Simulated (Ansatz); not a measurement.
## ZrO2 (tetragonal-ZrO2 type, space group P4_2/nmc), map of one atom of the cell

Starting cell, ZrO2 (tetragonal-ZrO2 type, space group P4_2/nmc):

```
ZrO2
1.0
    3.62104     0.00000     0.00000
    0.00000     3.62104     0.00000
    0.00000     0.00000     5.28279
Zr O
2 4
Direct
  0.00000   0.00000   0.00000
  0.50000   0.50000   0.50000
  0.00000   0.50000   0.19278
  0.00000   0.50000   0.69278
  0.50000   0.00000   0.30722
  0.50000   0.00000   0.80722
```

In this cell atom 6 (O, nearest neighbour Zr at 2.077 Å; its periodic images, 3.6 Å or more away, move with it) is moved by u·(0.707, 0.707, 0.000) + v·(0.000, 0.000, 1.000); the rest is frozen.

These are PBE (plane waves to 420 eV, PAW, scalar-relativistic; Ansatz, a program for electronic structure) values and carry that method's errors. k mesh 7×7×5 (Γ-centred), Fermi-Dirac smearing 0.05 eV. E stands for the smeared free energy. Points where atoms come too close for the PAW data are left out (x in tables, blank in figures). Fu and Fv are the components of the force on the atom. This is a high-temperature form of ZrO2. ZrO2 is run without spin polarisation. ZrO2 was relaxed with its symmetry unable to fall. ΔE is measured from the undisplaced structure. Axes are in Å.

ΔE (eV/cell), with u across and v down:

```
v \ u   -0.310  -0.207  -0.103  0.000  0.103  0.207  0.310
------  ------  ------  ------  -----  -----  -----  -----
-0.310   1.028   0.775   0.626  0.577  0.626  0.775  1.028
-0.207   0.711   0.457   0.308  0.259  0.308  0.457  0.711
-0.103   0.538   0.273   0.117  0.065  0.117  0.273  0.538
0.000    0.509   0.224   0.056  0.000  0.056  0.224  0.509
0.103    0.629   0.314   0.128  0.067  0.128  0.314  0.629
0.207        x   0.546   0.339  0.271  0.339  0.546      x
0.310        x   0.924   0.693  0.617  0.693  0.924      x
```

Fu (eV/Å), with u across and v down:

```csv
v \ u,-0.310,-0.207,-0.103,0.000,0.103,0.207,0.310
-0.310,2.99,1.94,0.95,0.00,-0.95,-1.94,-2.99
-0.207,3.00,1.94,0.95,0.00,-0.95,-1.94,-3.00
-0.103,3.12,2.03,1.00,0.00,-1.00,-2.03,-3.12
0.000,3.35,2.19,1.08,0.00,-1.08,-2.19,-3.35
0.103,3.69,2.41,1.19,0.00,-1.19,-2.41,-3.69
0.207,x,2.69,1.32,0.00,-1.32,-2.69,x
0.310,x,3.00,1.47,0.00,-1.47,-3.00,x
```

Key numbers:

```
Quantity                                                                                                      Result
-----------------------------------------------------------------------------  -------------------------------------
Principal force constants in the plane (five-point differences of the forces)                    10.4 and 12.4 eV/Å²
Softest direction at the centre                                                                              along u
Centre of the map                                                                                          a minimum
Lowest place on the grid                                                       u = 0.000 Å, v = 0.000 Å (0 meV/cell)
```

(For displaced atoms, the force is minus the slope of the energy, and its curvature is a force constant, which sets phonon frequencies.)
